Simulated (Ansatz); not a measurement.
ZrO2: hydrostatic pressure series

These are results of DFT PBE, scalar-relativistic, plane waves, PAW in Ansatz, not measurements. Run with 420 eV cutoff, 8×8×8 k-mesh, Gaussian smearing of 0.02 eV, no spin polarisation.

The relaxed crystal:

```yaml
crystal:
  lattice:
    - [0.00000, 2.55791, 2.55791]
    - [2.55791, 0.00000, 2.55791]
    - [2.55791, 2.55791, 0.00000]
  atoms:
    - { symbol: Zr, position: [0.00000, 0.00000, 0.00000] }
    - { symbol: O, position: [0.25000, 0.25000, 0.25000] }
    - { symbol: O, position: [0.75000, 0.75000, 0.75000] }
```

Cell and atoms are relaxed at each pressure within the symmetry of the start, at zero temperature, so transitions that lower the symmetry aren't seen. The k-mesh given is that at zero pressure and may differ at others. a, b and c are the lengths of the cell vectors above. Gaps are Kohn–Sham gaps over the whole zone.

```csv
P (GPa),V (Å³/atom),V/V0,a (Å),b (Å),c (Å)
-2,11.25,1.009,3.628,3.628,3.628
0,11.16,1.000,3.617,3.617,3.617
2,11.06,0.991,3.607,3.607,3.607
5,10.93,0.980,3.593,3.593,3.593
10,10.73,0.962,3.571,3.571,3.571
20,10.38,0.930,3.531,3.531,3.531
40,9.81,0.879,3.465,3.465,3.465
```

Task: What bulk modulus and pressure derivative fit these points?

Result: A third-order Birch–Murnaghan fit gives B0 = 237 GPa and B0' = 4.2.

Task: What does pressure do to the gap?

Result: The gaps are 3.29 eV at -2 GPa, 3.32 eV at 0 GPa, 3.34 eV at 2 GPa, 3.37 eV at 5 GPa, 3.43 eV at 10 GPa, 3.52 eV at 20 GPa, 3.66 eV at 40 GPa.

This fluorite-type form isn't the usual stable structure of the compound.